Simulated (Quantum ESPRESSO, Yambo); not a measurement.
# KBr (Fm-3m): G0W0 with Yambo, start to end, part 2 of 2

How does a plane-wave GW calculation on KBr (Fm-3m) run from the first input to the gap?

Quantum ESPRESSO 7.5 and Yambo 5.3.0; PBE and many-body steps on it, plane waves. Known limits of the many-body steps: not at the basis limit; no spin-orbit coupling.

So far. Step 2 (Ground state): The gap is direct, at Γ. Step 3 (Bands along the symmetry lines): The gap is 4.436 eV, as in the run before at this level.

## Step 4: Empty states on the mesh, 4×4×4 mesh, 119 bands

Level of this step: DFT, PBE, plane waves, norm-conserving pseudopotentials (Quantum ESPRESSO).

The sums over transitions need many empty states on a uniform mesh; this step solves for them.

pw.in

```
&control
  calculation = 'nscf'
  prefix = 'x'
  outdir = 'o'
  pseudo_dir = 'pseudo'
/
&system
  ibrav = 0
  nat = 2
  ntyp = 2
  ecutwfc = 76.0
  nbnd = 119
  force_symmorphic = .true.
/
&electrons
  conv_thr = 1e-9
  electron_maxstep = 80
  diago_full_acc = .true.
  diago_thr_init = 5e-6
/
ATOMIC_SPECIES
  K 39.098 K.upf
  Br 79.904 Br.upf
CELL_PARAMETERS angstrom
  0.0000000000 3.3000000000 3.3000000000
  3.3000000000 0.0000000000 3.3000000000
  3.3000000000 3.3000000000 0.0000000000
ATOMIC_POSITIONS crystal
  K 0.0000000000 0.0000000000 0.0000000000
  Br 0.5000000000 0.5000000000 0.5000000000
K_POINTS automatic
  4 4 4 0 0 0
```

Launch:

```sh
$ OMP_NUM_THREADS=1 mpirun -n 4 pw.x -nk 4 -in pw.in > pw.out
```

Output:

```text
[banner, memory and clock lines left out]
Program PWSCF v.7.5 starts

     Atomic positions and unit cell read from directory:
     o/x.save/

     Message from routine setup:
     using ibrav=0 with symmetry is DISCOURAGED, use correct ibrav instead

     G-vector sticks info

     bravais-lattice index     =            0
     lattice parameter (alat)  =       8.8192  a.u.
     unit-cell volume          =     485.0298 (a.u.)^3
     number of atoms/cell      =            2
     number of atomic types    =            2
     number of electrons       =        26.00
     number of Kohn-Sham states=          119
     kinetic-energy cutoff     =      76.0000  Ry
     charge density cutoff     =     304.0000  Ry
     Exchange-correlation= PBE
                           (   1   4   3   4   0   0   0)

     celldm(1)=   8.819172  celldm(2)=   0.000000  celldm(3)=   0.000000
     celldm(4)=   0.000000  celldm(5)=   0.000000  celldm(6)=   0.000000

     crystal axes: (cart. coord. in units of alat)
               a(1) = (   0.000000   0.707107   0.707107 )
               a(2) = (   0.707107   0.000000   0.707107 )
               a(3) = (   0.707107   0.707107   0.000000 )

     reciprocal axes: (cart. coord. in units 2 pi/alat)
               b(1) = ( -0.707107  0.707107  0.707107 )
               b(2) = (  0.707107 -0.707107  0.707107 )
               b(3) = (  0.707107  0.707107 -0.707107 )
     Pseudo is Norm-conserving + core correction, Zval =  9.0
     Generated using ONCVPSP code by D. R. Hamann
     Using radial grid of 2222 points,  6 beta functions with:
     Pseudo is Norm-conserving + core correction, Zval = 17.0
     Generated using ONCVPSP code by D. R. Hamann
     Using radial grid of 1098 points,  6 beta functions with:
     K                 9.00    39.09800     K ( 1.00)
     Br               17.00    79.90400     Br( 1.00)

     48 Sym. Ops., with inversion, found

   Cartesian axes

     site n.     atom                  positions (alat units)
         1        K      tau(   1) = (   0.0000000   0.0000000   0.0000000  )
         2        Br     tau(   2) = (   0.7071068   0.7071068   0.7071068  )

     number of k points=     8
                       cart. coord. in units 2pi/alat
        k(    1) = (   0.0000000   0.0000000   0.0000000), wk =   0.0312500
        k(    2) = (   0.1767767   0.1767767  -0.1767767), wk =   0.2500000
        k(    3) = (  -0.3535534  -0.3535534   0.3535534), wk =   0.1250000
[...]
k(    7) = (  -0.7071068   0.0000000   0.0000000), wk =   0.0937500
        k(    8) = (  -0.7071068   0.3535534   0.0000000), wk =   0.1875000

     Dense  grid:    43599 G-vectors     FFT dimensions: (  50,  50,  50)

     The potential is recalculated from file :
     o/x.save/charge-density

     Starting wfcs are   14 randomized atomic wfcs +  105 random wfcs

     Band Structure Calculation

     End of band structure calculation

          k = 0.0000 0.0000 0.0000 (  5521 PWs)   bands (ev):

   -56.1051 -56.1051 -56.1029 -56.1029 -56.1029 -25.6928 -10.2110  -9.1698
    -9.1698  -9.1698   2.0853   2.0853   2.0853   6.5214   9.6944   9.6944
     9.6944  10.5130  10.5130  13.6827  16.9929  16.9929  16.9929  17.7590
[...]
[... 3 further rows ...]
[...]
68.3327  69.3256  69.3256  69.3256  69.9653  70.0627  70.1474

          k = 0.1768 0.1768-0.1768 (  5414 PWs)   bands (ev):

[...]
[... 3 further rows ...]
[...]
69.9439  70.1293  71.1436  71.2393  71.2393  72.8465  72.8465

          k =-0.3536-0.3536 0.3536 (  5444 PWs)   bands (ev):

[...]
49.7594  49.8528  49.8542  50.7015  50.9991  50.9991  53.6334  54.8009
     [... 3 further rows ...]
    67.4867  67.4867  70.2302  70.2776  70.2776  70.4474  70.8675  71.1567
    71.1567  71.3007  71.4200  71.4200  72.8185  72.8185  74.0400

          k = 0.3536 0.0000 0.0000 (  5425 PWs)   bands (ev):

     [... further k-points ...]

     highest occupied, lowest unoccupied level (ev):     2.0853    6.5214

     XML data file, pseudopotentials, collected wavefunctions
```

The job ended after 12 s (4 MPI ranks of Arm Neoverse V1, shared host; peak memory 0.44 GiB; 49 s of CPU time).

Numbers from this step:

- gap: 4.436 eV
- k of the valence top: 0, 0, 0
- k of the conduction bottom: 0, 0, 0
- least direct gap: 4.436 eV
- k points computed: 8
- lowest point of the top converged band, above the valence top: 68.0621 eV

On this mesh the gap is 4.436 eV.

## Step 5: Conversion and set-up

This step: Yambo 5.3.0; conversion and set-up on PBE, plane waves, norm-conserving pseudopotentials.

The states are converted to the many-body program's format and the q mesh is built.

Launch:

```sh
$ (cd o/x.save; p2y > p2y.log; mv SAVE ../..); yambo > setup.log
```

Output:

```text
 Yambo, version 5.3.0

 [02] CORE Variables Setup
 =========================

  [02.01] Unit cells
  ==================

  Cell kind             :  FCC
  Atoms in the cell     :  K  Br
  number of K  atoms    :  1
  number of Br atoms    :  1

  List of atomic masses
  Mass of K     :  39.09800
  Mass of Br    :  79.90400

  List of atomic coordinates    : [cc]
  K1       :  0.000000  0.000000  0.000000  order 1
  Br1       :  6.236096  6.236096  6.236096  order 2

  Alat factors          :  6.236096  6.236096  6.236096 [a.u.]
  Direct lattice volume :  485.0298 [a.u.]
  Direct lattice vectors:  A[ 1 ]  A[ 2 ]  A[ 3 ]
   A[ 1 ]:  0.000000  1.000000  1.000000  [iru]
   0.000000  6.236096  6.236096  [cc]
   A[ 2 ]:  1.000000  0.000000  1.000000  [iru]
   6.236096  0.000000  6.236096  [cc]
   A[ 3 ]:  1.000000  1.000000  0.000000  [iru]
   6.236096  6.236096  0.000000  [cc]

  Recip. lattice volume :  0.511412 [a.u.]
  Recip. lattice vectors:  B[ 1 ]  B[ 2 ]  B[ 3 ]
   B[ 1 ]: -0.500000  0.500000  0.500000  [iku]
  -0.503776  0.503776  0.503776  [cc]
   B[ 2 ]:  0.500000 -0.500000  0.500000  [iku]
   0.503776 -0.503776  0.503776  [cc]
   B[ 3 ]:  0.500000  0.500000 -0.500000  [iku]
   0.503776  0.503776 -0.503776  [cc]

  [02.02] Symmetries
  ==================

  Inversion symmetry    : yes
  Spatial inversion     : yes
  Inversion index       :  25
  K-space Time-reversal : no
  Magnetic symmetries   : no
  Group table correct   : yes
  Symmetries units      :  [cc]

   [S  1]:   1.0000      0.28986E-16  0.28986E-16  0.28986E-16   1.0000     -0.28986E-16 -0.28986E-16 -0.28986E-16   1.0000
   [S  2]:  -1.0000     -0.28986E-16  0.28986E-16 -0.28986E-16  -1.0000     -0.28986E-16  0.28986E-16  0.28986E-16   1.0000
   [S  3]:  -1.0000      0.28986E-16 -0.28986E-16 -0.28986E-16   1.0000      0.28986E-16  0.28986E-16 -0.28986E-16  -1.0000
[...]
[... 36 further rows ...]
   [S 47]:  0.28986E-16   1.0000     -0.28986E-16 -0.28986E-16  0.28986E-16  -1.0000       1.0000     -0.28986E-16  0.28986E-16
   [S 48]:  0.28986E-16  -1.0000      0.28986E-16 -0.28986E-16 -0.28986E-16   1.0000       1.0000      0.28986E-16 -0.28986E-16

  [02.03] Reciprocal space
  ========================

  nG shells         :   402
  nG charge         :   43599
  nG WFs            :   6483
  nC WFs            :   5521
  G-vecs. in first 40 shells:  [ Number ]
     1    9   15   27   51   59   65   89  113
    137   169   181   229   259   283   307   331   339
    387   411   459   531   537   561   609   645   701
[...]
1139  1211  1243  1291
  ...
  Shell energy in first 40 shells:  [ mHa ]
[...]
6471.64      6598.53      7106.11      7486.80      8121.27      8501.96      8628.85      9136.43      9517.12
    9644.01      10151.6      10532.3      10659.2      11166.8      11547.4      12181.9      12562.6      12689.5
[...]
K/Q-points units:
  rlu = crystal or reduced units; cc = cartesian coordinates; iku = interal k-units

  K [1]          [rlu]:  0.000000  0.000000  0.000000
         WF components:   5521
  K [2]          [rlu]: -0.15345E-16  0.12410E-16  0.25000
         WF components:   5414
  K [3]          [rlu]:  0.30690E-16 -0.24821E-16 -0.50000
         WF components:   5444
  K [4]          [rlu]: -0.46171E-17  0.25000      0.25000
         WF components:   5425
  K [5]          [rlu]: -0.94755E-17  0.25000     -0.50000
         WF components:   5434
  [... 2 further k-points ...]
  K [8]          [rlu]:  0.250000 -0.500000 -0.250000
         WF components:   5440

  [02.05] Energies & Occupations
  ==============================

  [X] === General ===
  [X] Electronic Temperature                        :  0.000000  0.000000 [eV K]
  [X] Bosonic    Temperature                        :  0.000000  0.000000 [eV K]
  [X] Finite Temperature mode                       : no
  [X] El. density                                   :  0.36174E+24 [cm-3]
  [X] Fermi Level                                   :  2.085286 [eV]

  [X] === Gaps and Widths ===
  [X] Conduction Band Min                           :  4.436154 [eV]
  [X] Valence Band Max                              :  0.000000 [eV]
  [X] Filled Bands                                  :  13
  [X] Empty Bands                                   :   14  119
  [X] Direct Gap                                    :  4.436154 [eV]
  [X] Direct Gap localized at k                     :  1
  [X] Indirect Gap                                  :  4.436154 [eV]
  [X] Indirect Gap between kpts                     :  1  1
  [X] Last valence band width                       :  0.536069 [eV]
  [X] 1st conduction band width                     :  2.953841 [eV]

  E @ K [1]:  [eV]
  -58.19038 -58.19038 -58.18823 -58.18823 -58.18823 -27.77812 -12.29627 -11.25509
   -11.255      -11.255     -0.14772E-08 -0.52804E-09   0.0000       4.4362       7.6091       7.6091
    7.60906   8.42775   8.42775  11.59738  14.90759  14.90759  14.90759  15.67370
[...]
occ @ K [1]
[...]
E @ K [2]:  [eV]
[...]
occ @ K [2]
[...]
E @ K [3]:  [eV]
[...]
occ @ K [3]
[...]
E @ K [4]:  [eV]
[...]
occ @ K [4]
[...]
E @ K [5]:  [eV]
[...]
occ @ K [5]
[...]
[... 2 further k-points ...]
  E @ K [8]:  [eV]
[...]
occ @ K [8]
[...]
0.000000  0.000000  0.000000  0.000000  0.000000  0.000000  0.000000  0.000000
   0.000000  0.000000  0.000000  0.000000  0.000000  0.000000  0.000000  0.000000

 [03] Transferred momenta grid and indexing
 ==========================================

 IBZ Q-points                                      :   8
 BZ  Q-points                                      :   64

 K/Q-points units:
 rlu = crystal or reduced units; cc = cartesian coordinates; iku = interal k-units

 Q [1]          [rlu]:  0.000000  0.000000  0.000000
 Q [2]          [rlu]: -0.15345E-16  0.40166E-16  0.25000
 Q [3]          [rlu]:  0.30690E-16 -0.80332E-16 -0.50000
[...]
Q [7]          [rlu]:  0.92343E-17 -0.50000     -0.50000
 Q [8]          [rlu]:  0.250000 -0.500000 -0.250000

  [03.01] X indexes
  =================

   [03.01.01] Sigma indexes
   ========================

 [06] Game Over & Game summary
```

Run time: 3.2 s. Hardware: 1 MPI rank; peak memory 0.25 GiB.

## Step 6: Screening and self-energy, 4×4×4 mesh, 119 bands, screening to 149.7 eV

G0W0 replaces the xc potential by the self-energy, built once from these orbitals. Only a window of levels is corrected, while the sums run over the empty bands that the input names.

This step: G0W0 on PBE, plane waves, norm-conserving pseudopotentials.

gw1.in

```
HF_and_locXC
gw0
dyson
ppa
em1d
rim_cut
RandQpts= 1000000
RandGvec= 1 RL
EXXRLvcs= 76 Ry
VXCRLvcs= 304 Ry
Chimod= "HARTREE"
% BndsRnXp
 1 | 119 |
%
NGsBlkXp= 11 Ry
% LongDrXp
 1 | 1 | 1 |
%
% GbndRnge
 1 | 119 |
%
DysSolver= "n"
ExtendOut
PPAPntXp= 27.21138 eV
% QPkrange
 1 | 1 | 12 | 15 |
%
```

Launch:

```sh
$ OMP_NUM_THREADS=1 mpirun -n 4 yambo -F gw1.in -J gw1 -C gw1 > gw1.log
```

Output:

```text
 Yambo, version 5.3.0

 [02] CORE Variables Setup
 =========================

  [... cell, symmetries and grids as in the set-up ...]

  [02.05] Energies & Occupations
  ==============================

  [X] === General ===
  [X] Electronic Temperature                        :  0.000000  0.000000 [eV K]
  [X] Bosonic    Temperature                        :  0.000000  0.000000 [eV K]
  [X] Finite Temperature mode                       : no
  [X] El. density                                   :  0.36174E+24 [cm-3]
  [X] Fermi Level                                   :  2.085286 [eV]

  [X] === Gaps and Widths ===
  [X] Conduction Band Min                           :  4.436154 [eV]
  [X] Valence Band Max                              :  0.000000 [eV]
  [X] Filled Bands                                  :  13
  [X] Empty Bands                                   :   14  119
  [X] Direct Gap                                    :  4.436154 [eV]
  [X] Direct Gap localized at k                     :  1
  [X] Indirect Gap                                  :  4.436154 [eV]
  [X] Indirect Gap between kpts                     :  1  1
  [X] Last valence band width                       :  0.536069 [eV]
  [X] 1st conduction band width                     :  2.953841 [eV]

 [03] Transferred momenta grid and indexing
 ==========================================

 IBZ Q-points                                      :   8
 BZ  Q-points                                      :   64

 K/Q-points units:
 rlu = crystal or reduced units; cc = cartesian coordinates; iku = interal k-units

 Q [1]          [rlu]:  0.000000  0.000000  0.000000
 Q [2]          [rlu]: -0.15345E-16  0.40166E-16  0.25000
 Q [3]          [rlu]:  0.30690E-16 -0.80332E-16 -0.50000
 Q [4]          [rlu]: -0.46171E-17  0.25000      0.25000
 Q [5]          [rlu]: -0.20915E-17  0.25000      0.50000
 Q [6]          [rlu]: -0.24821E-16  0.25000     -0.25000
 Q [7]          [rlu]:  0.92343E-17 -0.50000     -0.50000
 Q [8]          [rlu]:  0.250000 -0.500000 -0.250000

 [04] Coloumb potential Random Integration (RIM)
 ===============================================

  [04.01] RIM initialization
  ==========================

  * Diagonal components only detected *

  8 x (sBL volume)        :  0.063927 [a.u.]
  sBZ random points       :  1000000
  Points outside the sBZ  :   7968281
  RL volume               :  0.511412 [a.u.]
  Integrated volume       :  0.513448 [a.u.]

  [04.02] RIM integrals
  =====================

  Gamma point sphere radius             :  0.072529 [a.u.]
  Points outside the sphere             :   800476
  [Int_sBZ(q=0) 1/q^2]*(Vol_sBZ)^(-1/3) =:  7.776341
                                 should be <:  7.795600

  Summary of Coulomb integrals for non-metallic bands |Q|[au] RIM/Bare

  Q [1] 0.100000E-4 0.997530 * Q [2] 0.218141 1.068480
  Q [4] 0.251888 1.066792 * Q [6] 0.356223 1.029814
  Q [5] 0.417709 1.022655 * Q [3] 0.436282 1.020683
  Q [7] 0.503776 1.017590 * Q [8] 0.563238 1.014367

 [05] Dipoles
 ============

  [05.01] Setup: observables and procedures
  =========================================

 [06] Dynamic Dielectric Matrix (PPA)
 ====================================

 [WR./gw1//ndb.pp]---------------------------------------------------------------
  Brillouin Zone Q/K grids (IBZ/BZ)                :    8   64    8   64
  RL vectors                                       :   6567 [WF]
  Coulomb cutoff potential                         : none
  Electronic Temperature                           :  0.000000 [K]
  Bosonic    Temperature                           :  0.000000 [K]
  PPA    diel. fun.  energies                      : Perdew, Burke & Ernzerhof(X)+Perdew, Burke & Ernzerhof(C)
  wavefunctions                                    : Perdew, Burke & Ernzerhof(X)+Perdew, Burke & Ernzerhof(C)
  Global Gauge                                     : length
  X matrix size                                    :   331
  X band range                                     :    1  119
  X e/h energy range                               : -1.000000 -1.000000 [eV]
  X Time ordering                                  : R
  X Hxc Kernel                                     : HARTREE
  X Drude frequency                                :  0.000000  0.000000
  X poles                                          :  100.0000 [o/o]
  RL vectors in the sum                            :   6567
  [r,Vnl] included                                 : yes
  Field direction                                  :  0.577350E-5  0.577350E-5  0.577350E-5
  BZ energy Double Grid                            : no
  BZ energy DbGd points                            : 0
  BZ Q point size factor                           : -1.000000
  X Optical Averaged directions                    : none

 [07] Local Exchange-Correlation + Non-Local Fock
 ================================================

 [VXC] Plane waves :   43599
 [EXS] Plane waves :   5577

 QP @ state[ 1 ] K range:  1  1
 QP @ state[ 1 ] b range:  12  15

 [xc] Functional : Perdew, Burke & Ernzerhof(X)+Perdew, Burke & Ernzerhof(C)
 [xc] LIBXC used to calculate xc functional
  PP Number of Atomic Species                      :  2
  NLCC RL compoments                               :   43599
  PP Number of Atomic Species                      :  2
  NLCC RL compoments                               :   43599

 [xc] E_xc :  -16.87313 [Ha]
      E_xc :  -33.74627 [Ry]

  Local XC kind (lXC) : Perdew, Burke & Ernzerhof(X)+Perdew, Burke & Ernzerhof(C)
  Non-Local XC kind (nlXC) : Hartree-Fock

  Corrections @ K [1] :  [eV]
 <12|nlXC|12> = -19.54506 -0.11164E-16 <12|lXC|12> = -14.35201  0.000000
 <13|nlXC|13> = -19.54498 -0.43335E-17 <13|lXC|13> = -14.35201 -0.18882E-15
 <14|nlXC|14> = -3.946256  0.14295E-17 <14|lXC|14> = -7.314518  0.94408E-16
 <15|nlXC|15> = -3.767327  0.11173E-18 <15|lXC|15> = -8.482835  0.28323E-15

 [08] Dyson equation: Newton solver
 ==================================

  [08.01] G0W0 (W PPA)
  ====================

  [  GW  ] Bands range     :    1  119
  [GW/PPA] G damping       :  0.100000 [eV]

  QP @ state[ 1 ] K range:  1  1
  QP @ state[ 1 ] b range:  12  15

   Sc/G bands                                       :    1  119
   Sc/G damping                                     :  0.100000 ev
   Sc bands terminator                              : no
   Sx RL components                                 :   5577

   QP @ state[ 1 ] K range                          :  1  1
   QP @ state[ 1 ] b range                          :  12  15
   GF energies kind                                 : Perdew, Burke & Ernzerhof(X)+Perdew, Burke & Ernzerhof(C)
   GF WF`s kind                                     : Perdew, Burke & Ernzerhof(X)+Perdew, Burke & Ernzerhof(C)
   Xs energies kind                                 : Perdew, Burke & Ernzerhof(X)+Perdew, Burke & Ernzerhof(C)
   Xs WF`s kind                                     : Perdew, Burke & Ernzerhof(X)+Perdew, Burke & Ernzerhof(C)

 [11] Game Over & Game summary
```

Run time: 2.1 min. Hardware: 4 MPI ranks; peak memory 1.8 GiB; 8.5 min of CPU time.

This step gave:

| Property | Result |
| --- | --- |
| G0W0 gap on the points computed | 7.656 eV |
| starting gap on the mesh | 4.436 eV |
| k of the valence top | 0, 0, 0 |
| k of the conduction bottom | 0, 0, 0 |
| least direct G0W0 gap on the computed points | 7.656 eV |
| Z at the valence top | 0.8291 |
| Z at the conduction bottom | 0.8740 |

The gap on the mesh goes from 4.44 eV to 7.66 eV, a correction of +3.22 eV.

Limits: finite bands, cutoff and mesh; no spin-orbit coupling. v1 is the top filled band, c1 the lowest empty one. The levels before and after the correction (eV, zero at the valence-band top of each column):

|  | conduction bottom | valence top |
| --- | --- | --- |
| Kohn-Sham | 4.44 | 0.00 |
| G0W0 | 7.66 | 0.00 |

|  | level | energy (eV) |
| --- | --- | --- |
| Kohn-Sham | Γ v2-v1 | 0.000 |
| Kohn-Sham | Γ c1 | 4.436 |
| Kohn-Sham | Γ c2 | 7.609 |
| G0W0 | Γ v2-v1 | 0.000 |
| G0W0 | Γ c1 | 7.656 |
| G0W0 | Γ c2 | 11.807 |

## Step 7: Where the time went

Times are wall times on the hardware named with each run, good to a factor of about two.

| step | time | share | memory (GiB) |
| --- | --- | --- | --- |
| ground state | 10 s | 6 % | 0.31 |
| bands along the symmetry lines | 10 s | 6 % | 0.26 |
| empty states on the mesh | 12 s | 7 % | 0.44 |
| conversion and set-up | 3.2 s | 2 % | 0.25 |
| screening and self-energy | 2.1 min | 78 % | 1.8 |

## Step 8: What came out

```json
{
 "PBE gap": "4.44 eV, direct",
 "G0W0 gap on the mesh": "7.66 eV",
 "GW settings": "4×4×4 mesh, 119 bands, screening to 149.7 eV, Godby-Needs plasmon pole",
 "known limits": "not at the basis limit; no spin-orbit coupling"
}
```

G0W0 moves the gap on the mesh from 4.44 eV to 7.66 eV (+3.22 eV), with Z of 0.83 and 0.87 at the edges. Only 1 of the mesh's irreducible points was corrected, so a valley elsewhere could overtake. The dearest step here is «screening and self-energy». Bands and cutoff are finite, so the gap is not at the basis limit. The miss can reach some tenths of an eV and take either sign; the mesh is an error of its own. In the G0W0 run levels were corrected at 1 k point alone, so a gap called «on the mesh» is the least over those, and an edge elsewhere would be missed. The many-body steps are scalar-relativistic: spin-orbit coupling is not in them.

[Paths, hosts, dates, memory and timing lines, banners, echoed tables and standing remarks are left out of the program output.]

[Logs are printed without paths, hosts, clocks, repeated set-up lines and the standing remarks that a program may print on its own settings, such as how far it seeks lower states.]

[Runs of the session that timed out or met a known fault of the program may be left out.]

[Hosts, paths, dates, database ids (printed as entryN), source tags and the programs' standing remarks are cut or masked in the printed files.]
